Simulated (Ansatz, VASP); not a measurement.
## KI in VASP and in Ansatz

```
K I
1.0
     0.00000    3.91577    3.91577
     3.91577    0.00000    3.91577
     3.91577    3.91577    0.00000
K I
1 1
Direct
  0.00000 0.00000 0.00000
  0.25000 0.25000 0.25000
```

Alike in both runs: task single point; functional PBE; k mesh 4 × 4 × 4; no spin polarisation.

|  | VASP | Ansatz |
| --- | --- | --- |
| version | VASP 6.6.1 | Ansatz 0.2.0 |
| potentials or method | VASP PAW PBE potentials, release 64 (K_sv, I) | plane waves, PAW |
| plane-wave cutoff (eV) | 520 | 420 |
| occupations | gaussian, width 0.01 eV | fixed |
| valence electrons in the cell | 16 | 26 |

```csv
,VASP,Ansatz,Ansatz less VASP
gap on the k mesh at the Fermi level (eV),3.99,4.00,+0.003
pressure (GPa),0.5,0.5,-0.03
```

The two sets of potentials don't hold the same shells in valence.

Caveats: spin-orbit coupling is left out, which moves the levels of the heavy elements. PBE gaps usually lie below the measured ones, often by a third to a half.
